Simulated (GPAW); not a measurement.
Runs of GPAW 26.7.0 on TaN. It takes space group P-6m2 (No. 187, hexagonal). The conventional cell has a = 2.938 Å, b = 2.938 Å, c = 2.883 Å, α = 90.00°, β = 90.00°, γ = 120.00°. Ta (site symmetry -6m2) has 6 N at 2.23 Å as nearest neighbours. Around N (site symmetry -6m2) lie 6 Ta at 2.23 Å. 

| task | level | potentials or basis | spin | U | k mesh | cutoff (eV) | smearing | maxiter | band path | band points | spin axis theta (degrees) | spin axis phi (degrees) | mesh quality | gap on the mesh (eV) | pressure (GPa) |
| --- | --- | --- | --- | --- | --- | --- | --- | --- | --- | --- | --- | --- | --- | --- | --- |
| band structure | PBEsol | PAW data sets generated in the run's folder for this functional, pw | SOC, no magnetisation | - | 10 × 10 × 9 | 800 | fermi-dirac 0.05 eV | 150 | GMKGALHA,LM,KH | 60 | 90 | 0 | not flagged | - | -5.0 |
| band structure | PBEsol | PAW data sets generated in the run's folder for this functional, pw | off | - | 10 × 10 × 9 | 800 | fermi-dirac 0.05 eV | 150 | GMKGALHA,LM,KH | 60 | - | - | not flagged | - | -5.0 |
| Fermi surface | revPBE+D3(BJ) | the program's PAW data sets (release 1.2.1) made for this functional, pw | off | - | 5 × 5 × 5 | 680 | fermi-dirac 0.01 eV | 150 | - | - | - | - | coarse | none | (a) |
| single point | PBE+U | GPAW PAW data sets (gpaw-data 1.2.1), other valence, pw | off | Ta d U = 8 eV | 8 × 8 × 7 | 650 | fermi-dirac 0.05 eV | 120 | - | - | - | - | not flagged | 0.00 | 36.0 |
| electron localisation function | revPBE | the program's PAW data sets (release 1.2.1) made for this functional, pw | off | - | 5 × 5 × 5 | 680 | fermi-dirac 0.01 eV | 150 | - | - | - | - | coarse | none | 6.6 |

Alike in all rows: cell as given.

Task: Estimate the missing entries.

Result: (a) -6.8.

Caveats: some runs use coarse meshes; the cutoff is short for stress and forces, so pressures can be off by a GPa or more (some runs); spin-orbit coupling is left out, which moves the levels of the heavy elements (some runs); spin-orbit coupling was added after a scalar SCF, so levels and gaps hold it while energy, forces, pressure and moments don't (some runs); this program's spin-orbit splittings come out too wide for heavy elements (some runs); pairwise dispersion overbinds metals, which lowers pressure and volume (some runs); a pressure of tens of GPa on the cell as given is suspect, and the run, the potentials or the cell itself is likely at fault (some runs); an odd mesh through Γ misses points on the zone boundary, where band edges often lie (some runs).

A k mesh can miss the band edges, and rows without SOC leave out spin-orbit coupling on Ta.

A gap of «none» marks a metal or a gap under the smearing width.

The runs don't all hold the same shells in valence.
